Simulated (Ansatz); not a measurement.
## BaTe under changes of volume

One of the cells (39.652 Å³/atom); the others are scaled copies at fixed shape and fractional positions:

```
Ba Te
1.0
     0.00000    3.41000    3.41000
     3.41000    0.00000    3.41000
     3.41000    3.41000    0.00000
Ba Te
1 1
Direct
  0.00000 0.00000 0.00000
  0.50000 0.50000 0.50000
```

```yaml
Program: Ansatz 0.2.0
Functional: PBE
Potentials_or_basis: Ansatz PAW
Cutoff: "420 eV (not typed: the program's choice for these potentials)"
k_mesh: 7 × 7 × 7
Occupations: fermi-dirac, width 0.05 eV
Spin: no spin polarisation
```

```tsv
volume (Å³/atom)	energy over the lowest point (meV/atom)	pressure (GPa)	gap on the mesh (eV)
37.273	117.08	6.9	1.32
38.066	85.73	5.8	1.38
38.859	59.75	4.7	1.43
39.652	?	?	?
40.445	21.89	3.0	1.53
41.238	9.14	2.2	1.57
42.031	0.00	1.5	1.61
```

What does the run at 39.652 Å³/atom give?

Energy over the lowest point 38.62 meV/atom; pressure 3.8 GPa; gap on the mesh 1.48 eV.

Worked out: A Birch-Murnaghan fit of order 3 (a polynomial in V^(-2/3)) to the other rows has no minimum within the range. It gives 38.62 meV/atom at 39.652 Å³/atom, against the run's 38.62, and -dE/dV = 3.8 GPa, against 3.8. A straight line through the other rows of the gap, of slope 2.41 eV per unit of ln V, gives 1.48 eV, against the run's 1.48.

Energies are extrapolated to zero smearing.

Caveats: odd divisions of the mesh miss points on the zone boundary, where band edges often lie, so the gap on the mesh can be too wide; spin-orbit coupling is left out, which moves the levels of the heavy elements.

A mesh can miss the band edges.
